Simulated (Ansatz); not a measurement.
**Polymorphs of Li3Br**

Computed with Ansatz, DFT PBE, scalar-relativistic, plane waves, PAW. All cells share a 420 eV cutoff and Γ-centred k meshes spaced at most about 0.3 Å⁻¹ (about 0.25 or finer for metals, 2π included). No spin polarisation.

Formation energies are uncorrected and refer to the elements' standard structures at the same level. The references include crystalline Br.

All energies are static (0 K, no zero-point motion). The comparison covers the computed candidates alone. The reference form of Br is held partly by dispersion forces, which this level lacks.

Invented guesses were relaxed alike, and ends that match in structure were merged. ΔE counts from the first row. Coordination counts Li atoms around Br (those within 1.25 times the shortest such distance or 1.15 times the sum of covalent radii). The ends were matched against large subsets of the Crystallography Open Database and the Materials Project, so a missing match doesn't prove that a structure is unreported.

```tsv
#	reached from	type and space group	atoms	Å³/atom	coordination	ΔE (meV/atom)	gap on mesh (eV)	in databases
1	ScF3 type (R32)	R32 (No. 155)	4	24.5	Br 6	0	0.00	no match
2	random cell with space group Pm	Pmm2 (No. 25)	4	32.8	Br 4	57	0.00	no match
3	anti-ReO3 type (Pm-3m)	anti-ReO3, Pm-3m (No. 221)	4	32.2	Br 6	174	0.00	no match
```

The lowest: Space group R32 (No. 155), trigonal, a = 6.078 Å, c = 9.173 Å. Li is surrounded by 2 Br at 2.64 Å and 4 Li at 3.08–3.10 Å; Br is surrounded by 6 Li at 2.64 Å. Its energy over the elements is −0.53 eV/atom. It lies below the elements, which doesn't yet make it stable against other compounds or structures. An observed structure of this formula, if there is one, may be missing.

```
Li Br
1.0
     3.03891    1.75452    3.05755
    -3.03891    1.75452    3.05755
     0.00000   -3.50903    3.05755
Li Br
3 1
Direct
  0.50000 0.20518 0.79482
  0.20518 0.79482 0.50000
  0.79482 0.50000 0.20518
  0.00000 0.00000 0.00000
```

The second: Space group Pmm2 (No. 25), orthorhombic, a = 3.562 Å, b = 5.762 Å, c = 6.388 Å. Li on a site of symmetry m has 1 Br at 2.54 Å, 1 Li at 2.75 Å and 1 Li at 3.01 Å; around Li on a site of symmetry mm2 lie 2 Br at 2.50 Å; around Br lie 4 Li at 2.50–2.54 Å. Counting Li atoms around Br, the first has Br 6 and the second has Br 4. Cells relaxed within their symmetry can be saddle points. Some structure types and database cells were kept out of the candidates from the start, so a known form may be missing.
